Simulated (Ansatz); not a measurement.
SnSe (Fm-3m) at 2 levels of theory

One geometry, relaxed with PBE; plane waves with PAW potentials in Ansatz, scalar-relativistic. No spin polarisation. Gaps are the least over mesh and band path; pressure is positive in compression.

```
Sn Se
1.0
     0.00000    3.03081    3.03081
     3.03081    0.00000    3.03081
     3.03081    3.03081    0.00000
Sn Se
1 1
Direct
  0.00000 0.00000 0.00000
  0.50000 0.50000 0.50000
```

```json
{"level": "PBE", "cutoff (eV)": "420", "k mesh": "10×10×10", "gap (eV)": "0.18", "pressure (GPa)": "0.0"}
```

Problem. What comes out on the same cell with r2SCAN?

Solution.
```tsv
level	cutoff (eV)	k mesh	gap (eV)	pressure (GPa)
r2SCAN	500	10×10×10	0.10	-1.1
```

It was relaxed from a cell as deposited in COD.
